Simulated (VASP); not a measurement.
# ZrC (Fm-3m) in VASP: notebook, part 3 of 3

VASP 6.6.1. Earlier steps stand in the parts before.

## (11) Single point, PBEsol

File INCAR:

```
  PREC = Accurate
  ENCUT = 520
  EDIFF = 1E-7
  ISMEAR = -1
  SIGMA = 0.05
  LREAL = F
  LASPH = T
  NELM = 100
  ALGO = Normal
  ISIF = 2
  LWAVE = F
  LCHARG = F
  GGA = PS
  NBANDS = 15
```

File KPOINTS:

```
regular mesh
0
Gamma
  10 10 10
```

File POSCAR:

```
ZrC
1.0
    0.0000000000      2.3650000000      2.3650000000
    2.3650000000      0.0000000000      2.3650000000
    2.3650000000      2.3650000000      0.0000000000
Zr C
1 1
Direct
    0.5000000000      0.5000000000      0.5000000000
    0.0000000000      0.0000000000      0.0000000000
```

Potentials or basis: VASP PAW PBE potentials, release 64 (Zr_sv, C).

Started as:

```sh
$ cat potpaw_PBE.64/Zr_sv/POTCAR potpaw_PBE.64/C/POTCAR > POTCAR
$ mpirun -np 1 vasp_std > vasp.out
```

OUTCAR:

```text
PREC = Accurate
   ENCUT = 520
   EDIFF = 1E-7
   ISMEAR = -1
   LREAL = F
   LASPH = T
   NELM = 100
   ISIF = 2
   GGA = PS

 ion  position               nearest neighbor table
   1  0.500  0.500  0.500-   2 2.37   2 2.37   2 2.37   2 2.37   2 2.37   2 2.37
   2  0.000  0.000  0.000-   1 2.37   1 2.37   1 2.37   1 2.37   1 2.37   1 2.37

  LATTYP: Found a face centered cubic cell.
 ALAT       =     4.7300000000

  Lattice vectors:

 A1 = (   0.0000000000,   2.3650000000,   2.3650000000)
[... 618 lines left out ...]

------------------------ aborting loop because EDIFF is reached ----------------------------------------

  FORCE on cell =-STRESS in cart. coord.  units (eV):
  Direction    XX          YY          ZZ          XY          YZ          ZX
  --------------------------------------------------------------------------------------
  -------------------------------------------------------------------------------------
  Total       -1.3476260     -1.3476260     -1.3476260      0.0000000     -0.0000000     -0.0000000
  in kB      -81.6124737    -81.6124737    -81.6124737      0.0000000     -0.0000000     -0.0000000
  external PRESSURE =     -81.6124737 kB  Pullay stress =       0.0000000 kB

 VOLUME and BASIS-vectors are now :
 -----------------------------------------------------------------------------
  energy-cutoff  :      520.00
  volume of cell :       26.46
      direct lattice vectors                 reciprocal lattice vectors
     0.000000000  2.365000000  2.365000000    -0.211416490  0.211416490  0.211416490
     2.365000000  0.000000000  2.365000000     0.211416490 -0.211416490  0.211416490
     2.365000000  2.365000000  0.000000000     0.211416490  0.211416490 -0.211416490

 POSITION                                       TOTAL-FORCE (eV/Angst)
 -----------------------------------------------------------------------------------
      2.36500      2.36500      2.36500         0.000000     -0.000000      0.000000
      0.00000      0.00000      0.00000        -0.000000      0.000000     -0.000000
 -----------------------------------------------------------------------------------
    total drift:                                0.000000      0.000000      0.000000

  FREE ENERGIE OF THE ION-ELECTRON SYSTEM (eV)
  ---------------------------------------------------
  free  energy   TOTEN  =       -20.5471840031 eV

  energy  without entropy=      -20.5445418161  energy(sigma->0) =      -20.54586291
```

OSZICAR:

```text
N       E                     dE             d eps       ncg     rms          rms(c)
DAV:   1     0.961439590751E+02    0.96144E+02   -0.87127E+03  1426   0.108E+03
DAV:   2    -0.177737695091E+02   -0.11392E+03   -0.10758E+03  1782   0.284E+02
DAV:   3    -0.236379552183E+02   -0.58642E+01   -0.58219E+01  2345   0.540E+01
DAV:   4    -0.238039897515E+02   -0.16603E+00   -0.16587E+00  1692   0.613E+00
DAV:   5    -0.238055613891E+02   -0.15716E-02   -0.15716E-02  1768   0.609E-01    0.201E+01
DAV:   6    -0.206844577713E+02    0.31211E+01   -0.57472E+00  1680   0.217E+01    0.726E+00
DAV:   7    -0.205744569494E+02    0.11000E+00   -0.62310E-01  1637   0.568E+00    0.610E+00
DAV:   8    -0.205814813581E+02   -0.70244E-02   -0.34240E-01  1676   0.425E+00    0.429E+00
DAV:   9    -0.205474131667E+02    0.34068E-01   -0.64923E-02  1522   0.172E+00    0.527E-01
DAV:  10    -0.205472139327E+02    0.19923E-03   -0.43706E-03  1809   0.586E-01    0.162E-01
DAV:  11    -0.205471893894E+02    0.24543E-04   -0.21711E-04  1564   0.147E-01    0.427E-02
DAV:  12    -0.205471848800E+02    0.45094E-05   -0.44436E-06  1844   0.183E-02    0.984E-03
DAV:  13    -0.205471841116E+02    0.76834E-06   -0.22559E-06  1655   0.939E-03    0.386E-03
DAV:  14    -0.205471840013E+02    0.11038E-06   -0.15260E-07  1514   0.250E-03    0.418E-04
DAV:  15    -0.205471840031E+02   -0.18474E-08   -0.76269E-09   866   0.715E-04
   1 F= -.20547184E+02 E0= -.20545863E+02  d E =-.264219E-02
```

stdout:

```text
POSCAR found type information on POSCAR ZrC
 POSCAR found :  2 types and       2 ions
 scaLAPACK will be used
 -----------------------------------------------------------------------------
|                                                                             |
|                                                                             |
|     You enforced a specific xc type in the INCAR file but a different       |
|     I HOPE YOU KNOW WHAT YOU ARE DOING!                                     |
|                                                                             |
 -----------------------------------------------------------------------------

 LDA part: xc-table for (Slater+PW92), standard interpolation
 POSCAR, INCAR and KPOINTS ok, starting setup
 FFT: planning ... GRIDC
 FFT: planning ... GRID_SOFT
 FFT: planning ... GRID
 WAVECAR not read
 entering main loop
```

It took 22 s on 1 thread of Intel Xeon Platinum 8259CL at 2.50GHz (Skylake/Cascade Lake), shared host; peak memory 0.17 GiB.

Results:

* Free energy: -20.5472 eV
* Pressure: -8.2 GPa
* Band gap on the k mesh: none (metal or under the smearing width)

Caveat: the PAW data sets were made with another functional, which shifts forces and pressure a little.

## (12) Equation of state, PBEsol, 12.43 Å³/atom (volume scaled by 0.94)

INCAR is that of step 11.

KPOINTS is that of step 11.

File POSCAR:

```
ZrC
1.0
    0.0000000000      2.3167211471      2.3167211471
    2.3167211471      0.0000000000      2.3167211471
    2.3167211471      2.3167211471      0.0000000000
Zr C
1 1
Direct
    0.5000000000      0.5000000000      0.5000000000
    0.0000000000      0.0000000000      0.0000000000
```

Potentials or basis: VASP PAW PBE potentials, release 64 (Zr_sv, C).

Started as:

```sh
$ cat potpaw_PBE.64/Zr_sv/POTCAR potpaw_PBE.64/C/POTCAR > POTCAR
$ mpirun -np 1 vasp_std > vasp.out
```

Run time: 11 s. Hardware: 1 thread of Intel Xeon Platinum 8259CL at 2.50GHz (Skylake/Cascade Lake), shared host; peak memory 0.14 GiB.

It converged, with:

- Free energy: -20.5603 eV
- Pressure: 6.1 GPa
- Band gap on the k mesh: none (metal or under the smearing width)

Caveat: the PAW data sets were made with another functional, which shifts forces and pressure a little.

## (13) Equation of state, PBEsol, 12.70 Å³/atom (volume scaled by 0.96)

INCAR is that of step 12.

KPOINTS is that of step 12.

File POSCAR:

```
ZrC
1.0
    0.0000000000      2.3330366223      2.3330366223
    2.3330366223      0.0000000000      2.3330366223
    2.3330366223      2.3330366223      0.0000000000
Zr C
1 1
Direct
    0.5000000000      0.5000000000      0.5000000000
    0.0000000000      0.0000000000      0.0000000000
```

Started as:

```sh
$ cat potpaw_PBE.64/Zr_sv/POTCAR potpaw_PBE.64/C/POTCAR > POTCAR
$ mpirun -np 1 vasp_std > vasp.out
```

Wall time 21 s (1 thread of Intel Xeon Platinum 8259CL at 2.50GHz (Skylake/Cascade Lake), shared host); peak memory 0.16 GiB.

The run converged. Its results:

| Quantity | Value |
| --- | --- |
| Free energy | -20.5718 eV |
| Pressure | 0.8 GPa |
| Band gap on the k mesh | none (metal or under the smearing width) |

Caveat: the PAW data sets were made with another functional, which shifts forces and pressure a little.

## (14) Equation of state, PBEsol, 12.96 Å³/atom (volume scaled by 0.98)

INCAR is that of step 13.

KPOINTS is that of step 13.

File POSCAR:

```
ZrC
1.0
    0.0000000000      2.3491270385      2.3491270385
    2.3491270385      0.0000000000      2.3491270385
    2.3491270385      2.3491270385      0.0000000000
Zr C
1 1
Direct
    0.5000000000      0.5000000000      0.5000000000
    0.0000000000      0.0000000000      0.0000000000
```

Started as:

```sh
$ cat potpaw_PBE.64/Zr_sv/POTCAR potpaw_PBE.64/C/POTCAR > POTCAR
$ mpirun -np 1 vasp_std > vasp.out
```

Run time: 21 s. Hardware: 1 thread of Intel Xeon Platinum 8259CL at 2.50GHz (Skylake/Cascade Lake), shared host; peak memory 0.16 GiB.

The run converged. Its results:

```
Free energy            : -20.5669 eV
Pressure               : -3.9 GPa
Band gap on the k mesh : none (metal or under the smearing width)
```

Caveat: the PAW data sets were made with another functional, which shifts forces and pressure a little.

## (15) Equation of state, PBEsol, 13.49 Å³/atom (volume scaled by 1.02)

INCAR is that of step 14.

KPOINTS is that of step 14.

File POSCAR:

```
ZrC
1.0
    0.0000000000      2.3806627081      2.3806627081
    2.3806627081      0.0000000000      2.3806627081
    2.3806627081      2.3806627081      0.0000000000
Zr C
1 1
Direct
    0.5000000000      0.5000000000      0.5000000000
    0.0000000000      0.0000000000      0.0000000000
```

Potentials or basis: VASP PAW PBE potentials, release 64 (Zr_sv, C).

Started as:

```sh
$ cat potpaw_PBE.64/Zr_sv/POTCAR potpaw_PBE.64/C/POTCAR > POTCAR
$ mpirun -np 1 vasp_std > vasp.out
```

Wall time 22 s (1 thread of Intel Xeon Platinum 8259CL at 2.50GHz (Skylake/Cascade Lake), shared host); peak memory 0.16 GiB.

The run converged. Its results:

```yaml
Free_energy: -20.5141 eV
Pressure: -12.0 GPa
Band_gap_on_the_k_mesh: none (metal or under the smearing width)
```

Caveat: the PAW data sets were made with another functional, which shifts forces and pressure a little.

## (16) Equation of state, PBEsol, 13.76 Å³/atom (volume scaled by 1.04)

INCAR is that of step 15.

KPOINTS is that of step 15.

File POSCAR:

```
ZrC
1.0
    0.0000000000      2.3961219900      2.3961219900
    2.3961219900      0.0000000000      2.3961219900
    2.3961219900      2.3961219900      0.0000000000
Zr C
1 1
Direct
    0.5000000000      0.5000000000      0.5000000000
    0.0000000000      0.0000000000      0.0000000000
```

Started as:

```sh
$ cat potpaw_PBE.64/Zr_sv/POTCAR potpaw_PBE.64/C/POTCAR > POTCAR
$ mpirun -np 1 vasp_std > vasp.out
```

Wall time 22 s (1 thread of Intel Xeon Platinum 8259CL at 2.50GHz (Skylake/Cascade Lake), shared host); peak memory 0.16 GiB.

Results (log left out):

```
Free energy            : -20.4690 eV
Pressure               : -15.4 GPa
Band gap on the k mesh : none (metal or under the smearing width)
```

Caveat: the PAW data sets were made with another functional, which shifts forces and pressure a little.

## (17) Equation of state, PBEsol, 14.02 Å³/atom (volume scaled by 1.06)

INCAR is that of step 16.

KPOINTS is that of step 16.

File POSCAR:

```
ZrC
1.0
    0.0000000000      2.4113843250      2.4113843250
    2.4113843250      0.0000000000      2.4113843250
    2.4113843250      2.4113843250      0.0000000000
Zr C
1 1
Direct
    0.5000000000      0.5000000000      0.5000000000
    0.0000000000      0.0000000000      0.0000000000
```

Started as:

```sh
$ cat potpaw_PBE.64/Zr_sv/POTCAR potpaw_PBE.64/C/POTCAR > POTCAR
$ mpirun -np 1 vasp_std > vasp.out
```

Wall time 22 s (1 thread of Intel Xeon Platinum 8259CL at 2.50GHz (Skylake/Cascade Lake), shared host); peak memory 0.16 GiB.

It converged, with:

| Item | Value |
| --- | --- |
| Free energy | -20.4131 eV |
| Pressure | -18.6 GPa |
| Band gap on the k mesh | none (metal or under the smearing width) |

Caveat: the PAW data sets were made with another functional, which shifts forces and pressure a little.

## (18) Single point, PBEsol (atoms moved at random, drawn with an rms of 0.05 Å)

INCAR is that of step 17.

KPOINTS is that of step 17.

File POSCAR:

```
ZrC
1.0
    0.0000000000      2.3650000000      2.3650000000
    2.3650000000      0.0000000000      2.3650000000
    2.3650000000      2.3650000000      0.0000000000
Zr C
1 1
Direct
    0.4901410000      0.4959120000      0.5064160000
   -0.0109390000     -0.0047220000      0.0215780000
```

Potentials or basis: VASP PAW PBE potentials, release 64 (Zr_sv, C).

Started as:

```sh
$ cat potpaw_PBE.64/Zr_sv/POTCAR potpaw_PBE.64/C/POTCAR > POTCAR
$ mpirun -np 1 vasp_std > vasp.out
```

OUTCAR:

```text
PREC = Accurate
   ENCUT = 520
   EDIFF = 1E-7
   ISMEAR = -1
   LREAL = F
   LASPH = T
   NELM = 100
   ISIF = 2
   GGA = PS

 ion  position               nearest neighbor table
   1  0.490  0.496  0.506-   2 2.33   2 2.33   2 2.36   2 2.37   2 2.40   2 2.40
   2  0.989  0.995  0.022-   1 2.33   1 2.33   1 2.36   1 2.37   1 2.40   1 2.40

  LATTYP: Found a face centered cubic cell.
 ALAT       =     4.7300000000

  Lattice vectors:

 A1 = (   0.0000000000,   2.3650000000,   2.3650000000)
[... 618 lines left out ...]

------------------------ aborting loop because EDIFF is reached ----------------------------------------

  FORCE on cell =-STRESS in cart. coord.  units (eV):
  Direction    XX          YY          ZZ          XY          YZ          ZX
  --------------------------------------------------------------------------------------
  -------------------------------------------------------------------------------------
  Total       -1.3030624     -1.3058950     -1.3462083     -0.0231755      0.0027183      0.0028075
  in kB      -78.9136911    -79.0852339    -81.5266131     -1.4035105      0.1646230      0.1700229
  external PRESSURE =     -79.8418461 kB  Pullay stress =       0.0000000 kB

 VOLUME and BASIS-vectors are now :
 -----------------------------------------------------------------------------
  energy-cutoff  :      520.00
  volume of cell :       26.46
      direct lattice vectors                 reciprocal lattice vectors
     0.000000000  2.365000000  2.365000000    -0.211416490  0.211416490  0.211416490
     2.365000000  0.000000000  2.365000000     0.211416490 -0.211416490  0.211416490
     2.365000000  2.365000000  0.000000000     0.211416490  0.211416490 -0.211416490

 POSITION                                       TOTAL-FORCE (eV/Angst)
 -----------------------------------------------------------------------------------
      2.37051      2.35686      2.33202         0.223354      0.216669     -0.026830
      2.40486      2.39016      4.69296        -0.223354     -0.216669      0.026830
 -----------------------------------------------------------------------------------
    total drift:                               -0.000006     -0.000010     -0.000011

  FREE ENERGIE OF THE ION-ELECTRON SYSTEM (eV)
  ---------------------------------------------------
  free  energy   TOTEN  =       -20.5395118658 eV

  energy  without entropy=      -20.5365170825  energy(sigma->0) =      -20.53801447
```

OSZICAR:

```text
N       E                     dE             d eps       ncg     rms          rms(c)
DAV:   1     0.990470643330E+02    0.99047E+02   -0.85316E+03 15128   0.107E+03
DAV:   2    -0.175503187796E+02   -0.11660E+03   -0.10921E+03 19124   0.286E+02
DAV:   3    -0.236675362480E+02   -0.61172E+01   -0.60761E+01 25810   0.553E+01
DAV:   4    -0.238025131822E+02   -0.13498E+00   -0.13491E+00 18212   0.583E+00
DAV:   5    -0.238040738061E+02   -0.15606E-02   -0.15606E-02 20041   0.547E-01    0.201E+01
DAV:   6    -0.206809586179E+02    0.31231E+01   -0.57763E+00 18591   0.217E+01    0.727E+00
DAV:   7    -0.205669034249E+02    0.11406E+00   -0.58865E-01 17169   0.567E+00    0.610E+00
DAV:   8    -0.205710736912E+02   -0.41703E-02   -0.32544E-01 19075   0.420E+00    0.422E+00
DAV:   9    -0.205396014503E+02    0.31472E-01   -0.61546E-02 16884   0.170E+00    0.451E-01
DAV:  10    -0.205395312043E+02    0.70246E-04   -0.34475E-03 19740   0.538E-01    0.119E-01
DAV:  11    -0.205395164599E+02    0.14744E-04   -0.15638E-04 17164   0.128E-01    0.394E-02
DAV:  12    -0.205395127099E+02    0.37499E-05   -0.36615E-06 19847   0.173E-02    0.125E-02
DAV:  13    -0.205395119537E+02    0.75620E-06   -0.25808E-06 18830   0.106E-02    0.389E-03
DAV:  14    -0.205395118658E+02    0.87960E-07   -0.14206E-07 16027   0.258E-03
   1 F= -.20539512E+02 E0= -.20538014E+02  d E =-.299478E-02
```

Wall time 3.4 min (1 thread of Intel Xeon Platinum 8259CL at 2.50GHz (Skylake/Cascade Lake), shared host); peak memory 0.32 GiB.

What came out:

| Item | Value |
| --- | --- |
| Free energy | -20.5395 eV |
| Pressure | -8.0 GPa |
| Largest force | 0.312 eV/Å |
| Band gap on the k mesh | none (metal or under the smearing width) |

Forces in eV/Å, atoms in the order of the input:
```
Zr   0.223  0.217 -0.027
C   -0.223 -0.217  0.027
```

Stress tensor (GPa, compression positive):
```
-7.89 -0.14  0.02
-0.14 -7.91  0.02
 0.02  0.02 -8.15
```

Levels at points of the mesh, in eV from the Fermi level:
```tsv
k point	band 6	band 7	band 8	band 9	band 10	band 11
(0.00, 0.00, 0.00)	0.69	0.71	0.87	1.03	1.24	1.27
(0.50, 0.00, 0.00)	-5.28	-2.89	-2.89	4.37	4.38	5.19
(0.00, 0.50, 0.00)	-5.28	-2.89	-2.89	4.37	4.38	5.19
(0.00, 0.00, 0.50)	-5.28	-2.90	-2.90	4.38	4.38	5.19
(0.50, 0.50, 0.50)	-5.28	-2.90	-2.90	4.38	4.38	5.19
(0.50, 0.50, 0.00)	-2.11	-1.82	0.02	0.09	4.36	5.52
(0.00, 0.50, 0.50)	-2.11	-1.80	0.03	0.06	4.35	5.52
(0.50, 0.00, 0.50)	-2.11	-1.80	0.03	0.06	4.35	5.52
```

Caveat: the PAW data sets were made with another functional, which shifts forces and pressure a little.

## (19) Equation of state, PBEsol

Potentials or basis: VASP PAW PBE potentials, release 64 (Zr_sv, C).

This step only gathers the single runs of the series.

Results:

```yaml
Equilibrium_volume: 12.75 Å³/atom
Bulk_modulus: 235 GPa
Pressure_derivative_of_the_bulk_modulus: 4.1
```

Energy against volume, from the lowest point:
| volume (Å³/atom) | energy (meV/atom) |
| --- | --- |
| 12.434 | 5.78 |
| 12.699 | 0.00 |
| 12.963 | 2.46 |
| 13.228 | 12.32 |
| 13.493 | 28.85 |
| 13.757 | 51.41 |
| 14.022 | 79.36 |

Caveat: the PAW data sets were made with another functional, which shifts forces and pressure a little.

## (20) The runs side by side

| task | level | cell | ladder | gap on the mesh (eV) | pressure (GPa) | V0 of scaled cells (Å³/atom) | B0 (GPa) | largest force (eV/Å) |
| --- | --- | --- | --- | --- | --- | --- | --- | --- |
| single point | PBE | as given | - | none | -2.7 | - | - | - |
| single point | PBE | atoms moved at random, drawn with an rms of 0.05 Å | - | none | -2.5 | - | - | 0.31 |
| equation of state | PBE | as given | - | - | - | 13.07 | 221 | - |
| single point | PBEsol | as given | free | none | -8.2 | - | - | - |
| single point | PBEsol | atoms moved at random, drawn with an rms of 0.05 Å | free | none | -8.0 | - | - | 0.31 |
| equation of state | PBEsol | as given | free | - | - | 12.75 | 235 | - |

Alike in all rows: potentials or basis VASP PAW PBE potentials, release 64 (Zr_sv, C); no spin polarisation; k mesh 10 × 10 × 10; cutoff (eV) 520; smearing fermi-dirac 0.05 eV.

Caveats: the PAW data sets were made with another functional, which shifts forces and pressure a little (some runs).

Absolute energies hang on the potentials; compare differences alone.
